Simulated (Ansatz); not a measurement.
## BaTe (NiAs-type structure)

Computed with Ansatz (plane waves, PAW, 420 eV cutoff): PBEsol, scalar-relativistic, no spin polarisation, 8×8×4 k-mesh, Gaussian smearing of 0.05 eV; PAW files: Ansatz's generated set soft_2.

```cif
data_structure
_symmetry_space_group_name_H-M 'P6_3/mmc'
_symmetry_Int_Tables_number 194
_cell_length_a 4.8089
_cell_length_b 4.8089
_cell_length_c 8.4591
_cell_angle_alpha 90.000
_cell_angle_beta 90.000
_cell_angle_gamma 120.000
_cell_volume 169.41
loop_
_atom_site_label
_atom_site_type_symbol
_atom_site_symmetry_multiplicity
_atom_site_Wyckoff_symbol
_atom_site_fract_x
_atom_site_fract_y
_atom_site_fract_z
_atom_site_occupancy
Ba1 Ba 2 a 0.00000 0.00000 0.00000 1
Te1 Te 2 c 0.33333 0.66667 0.25000 1
```

This is a trial structure: the heavier alkaline earths' oxides and chalcogenides take the rock-salt structure.

The cell above was scaled in volume, and shape and atoms were relaxed at each volume within its symmetry. Energies are counted from the cell above.

The cell is relaxed to zero pressure at this level.

| V (Å³/atom) | ΔE (meV/atom) | P from the stress (GPa) |
| --- | --- | --- |
| 40.659 | 7.07 | 1.39 |
| 41.507 | 1.73 | 0.66 |
| 42.354 | 0.00 | 0.00 |
| 43.201 | 1.59 | -0.59 |
| 44.048 | 6.10 | -1.12 |

Do the energies and the pressures agree? Compare −ΔE/ΔV between neighbouring points (1 meV/Å³ = 0.1602 GPa) with the mean of their pressures.

| interval (Å³/atom) | −ΔE/ΔV (GPa) | mean P (GPa) |
| --- | --- | --- |
| 40.66 to 41.51 | 1.0 | 1.0 |
| 41.51 to 42.35 | 0.3 | 0.3 |
| 42.35 to 43.20 | -0.3 | -0.3 |
| 43.20 to 44.05 | -0.9 | -0.9 |
They differ by 0.02 GPa at most.

What do the two routes give for V0, B0 and B0′?

A third-order Birch–Murnaghan fit of the energies: V0 = 42.36 Å³/atom, B0 = 31 GPa, B0′ = 4.2. A polynomial of P in ln V, with B = −dP/d ln V at P = 0: V0 = 42.36 Å³/atom, B0 = 31 GPa, B0′ = 4.3.

B0·V0 = 31.0 GPa × 42.36 Å³ = 8.18 eV/atom sets the scale: near the minimum ΔE ≈ ½ B0 V0 x², with x = V/V0 − 1, and a pressure of 0.3 GPa squeezes the volume by about 1 %. At the ends of the curve: x = −4.0 % predicts 6.6 meV/atom and the run gives 7.1; x = +4.0 % predicts 6.5 meV/atom and the run gives 6.1. The lopsidedness is anharmonic: atoms resist being pushed together more than being pulled apart.

These numbers lack spin–orbit coupling.
